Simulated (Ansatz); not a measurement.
Optical constants of TiSi

Level of theory: Ansatz 0.2.0, DFT PBEsol, scalar-relativistic, plane waves, PAW. Settings: 420 eV plane-wave cutoff, Γ-centred 10×6×10 mesh, Fermi-Dirac smearing of 0.15 eV. No spin polarisation.

Equilibrium structure at this level:
```xyz
8
Lattice="3.6094 0.0000 0.0000 0.0000 7.5700 0.0000 0.0000 0.0000 4.1461" Properties=species:S:1:pos:R:3 pbc="T T T"
Ti    0.0000    3.7850    0.2104
Ti    1.8047    3.7850    2.2835
Ti    1.8047    0.0000    2.2835
Ti    0.0000    0.0000    0.2104
Si    0.0000    5.6775    2.2835
Si    0.0000    1.8925    2.2835
Si    1.8047    1.8925    0.2104
Si    1.8047    5.6775    0.2104
```

In a metal these results depend on the k mesh and the smearing.

Independent-particle response (no local fields, no excitons) on a 16×8×14 mesh, broadened by 0.1 eV; the Drude term is undamped and its weight carries the smearing above, which sets much of it in a semimetal. The run couldn't bound its error over part or most of this range, so small peaks and near ties are unsure. Light polarised along z. ε₁ lacks the small share of bands above those solved.

(1) Tabulate n, κ, the reflectivity and the absorption coefficient against photon energy.

(2) Where is the highest local maximum of ε₂ between 0.3 and 9 eV?

## Answers

(1)
```
E (eV) n      κ     R  α (10⁵ cm⁻¹)
   0.3  3.85  21.49  0.97          6.53
   0.6  3.58  12.10  0.91          7.36
   0.9  2.83   8.43  0.87          7.69
   1.2  2.55   6.65  0.82          8.09
   1.5  2.28   5.59  0.78          8.49
   1.8  1.88   4.64  0.75          8.46
   2.1  1.82   3.81  0.68          8.12
   2.4  1.88   3.21  0.60          7.81
   2.7  2.06   2.74  0.51          7.49
   3.0  2.22   2.63  0.49          8.00
   3.3  2.26   2.44  0.46          8.17
   3.6  2.45   2.32  0.43          8.46
   3.9  2.44   2.36  0.44          9.32
   4.2  2.40   2.24  0.42          9.52
   4.5  2.73   2.07  0.40          9.43
   4.8  2.77   2.38  0.44         11.56
   5.1  3.05   2.73  0.49         14.09
   5.4  2.47   3.07  0.54         16.79
   5.7  2.32   3.07  0.55         17.72
   6.0  2.11   3.21  0.58         19.55
   6.3  1.74   3.12  0.60         19.94
   6.6  1.62   3.15  0.61         21.10
   6.9  1.24   3.12  0.66         21.85
   7.2  1.11   2.84  0.64         20.72
   7.5  0.92   2.89  0.70         21.99
   7.8  0.74   2.64  0.70         20.86
   8.1  0.69   2.46  0.69         20.20
   8.4  0.61   2.33  0.70         19.80
   8.7  0.67   2.04  0.61         18.01
   9.0  0.67   2.19  0.65         19.99
   9.3  0.62   2.18  0.66         20.51
```

(2) At 5.2 eV, where ε₂ = 17.4.

Cost: 1 run of about 30 core-minutes, on Arm Neoverse V1 (shared hosts).